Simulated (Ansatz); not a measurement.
# ZrO2 (fluorite): equation of state and elastic constants

Aim: the bulk modulus of ZrO2 (fluorite) from energies at several volumes around the relaxed one, then the elastic tensor.

Method: DFT PBEsol, scalar-relativistic, plane waves, PAW, in Ansatz 0.2.0.

## (1) The system as given

The structure is cubic, space group Fm-3m (No. 225). The conventional cell has a = 5.064 Å, b = 5.064 Å, c = 5.064 Å, α = 90.00°, β = 90.00°, γ = 90.00°. Zr (site symmetry m-3m) is surrounded by 8 O at 2.19 Å. Around O (site symmetry -43m) lie 4 Zr at 2.19 Å.

Structure file:

```cif
data_structure
_symmetry_space_group_name_H-M 'P 1'
_symmetry_Int_Tables_number 1
_cell_length_a 3.5808
_cell_length_b 3.5808
_cell_length_c 3.5808
_cell_angle_alpha 60.000
_cell_angle_beta 60.000
_cell_angle_gamma 60.000
_cell_volume 32.47
loop_
_atom_site_label
_atom_site_type_symbol
_atom_site_fract_x
_atom_site_fract_y
_atom_site_fract_z
_atom_site_occupancy
Zr1 Zr 0.00000 0.00000 0.00000 1
O1 O 0.25000 0.25000 0.25000 1
O2 O 0.75000 0.75000 0.75000 1
```

An earlier run at PBEsol left this cell at 10.822 Å³/atom and 0.00 GPa (10×10×10 mesh).

Volume factors to run: 0.980, 1.020, 0.960, 1.040.

## (2) Scaling the volume by 0.980

input.yaml reads:

```yaml
crystal:
  lattice:
    - [0.0, 2.5150277744, 2.5150277744]
    - [2.5150277744, 0.0, 2.5150277744]
    - [2.5150277744, 2.5150277744, 0.0]
  atoms:
    - { symbol: Zr, position: [0.0, 0.0, 0.0] }
    - { symbol: O, position: [0.25, 0.25, 0.25] }
    - { symbol: O, position: [0.75, 0.75, 0.75] }
basis:
  ecutwfc: 420
  ecutrho_ratio: 4
kpoints:
  mp_grid: { grid: [10, 10, 10] }
hamiltonian:
  xc: pbesol
scf:
  occupations: { method: gaussian, width: 0.05 }
output:
  forces: true
  stress: true
  eigenvalues: true
```

After this run come: Volume × 1.020; Scaling the volume by 0.960; Volume × 1.040; Elastic constants, atoms relaxed.

What does the calculation give? Wanted: V0; B0; B0′; scatter of the fit; C11, C12, C44; K, G, E; Poisson's ratio.

As calculated:

| quantity | value |
| --- | --- |
| V0 | 10.822 Å³/atom |
| B0 | 255 GPa |
| B0′ | 4.6 |
| scatter of the fit | 0.000 meV/atom |
| C11, C12, C44 | 550, 107, 67 GPa |
| K, G, E (Hill) | 255, 111, 291 GPa |
| Poisson's ratio | 0.31 |

In words: A third-order Birch–Murnaghan fit puts the minimum at 10.82 Å³/atom with a bulk modulus of 255 GPa, a stiff solid. One per cent of compression takes about 2.6 GPa. The gap on the mesh shrinks from 3.43 to 3.22 eV as the cell expands over this range. All eigenvalues of the tensor are positive, so the cell is mechanically stable. K/G = 2.29 lies over Pugh's 1.75, an empirical mark of ductile behaviour drawn from metals, and the universal anisotropy index of 1.91 is large. The bulk moduli from the tensor and from the fit agree within 1 %. These are values at 0 K without zero-point motion.
